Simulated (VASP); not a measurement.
Energy against volume of ZnTe (zinc blende). Calculation: PBEsol GGA, VASP's PBE PAW potentials (set 64) (plane waves; VASP).

```json
[
 {"V (Å³/atom)": "26.307", "E (eV/atom)": "-2.94029"},
 {"V (Å³/atom)": "27.147", "E (eV/atom)": "-2.95380"},
 {"V (Å³/atom)": "27.986", "E (eV/atom)": "-2.95793"},
 {"V (Å³/atom)": "28.826", "E (eV/atom)": "-2.95413"},
 {"V (Å³/atom)": "29.666", "E (eV/atom)": "-2.94364"}
]
```

### Question
Fit a third-order Birch-Murnaghan equation of state.

### Answer

* **volume per atom**: 27.98 Å³/atom
* **bulk modulus**: 50.3 GPa
* **pressure derivative of the bulk modulus**: 4.63
* **lattice constant a**: 6.072 Å

Measured: bulk modulus 51.0 GPa (computed value off by -1.3 %), as given by Determination of phase transition pressures of ZnTe under quasihydrostatic conditions, doi 10.1007/BF00998350 (1994); a 6.104 Å (computed value off by -0.5 %), as given by Martin Albrecht et al., Physical review. B, Condensed matter (1997), arXiv:cond-mat/9706128. The calculation is for a static lattice, while the measured bulk modulus, a hold thermal and zero-point effects, which are part of the difference.

The compound is ZnTe in the zinc blende structure. It was relaxed first.
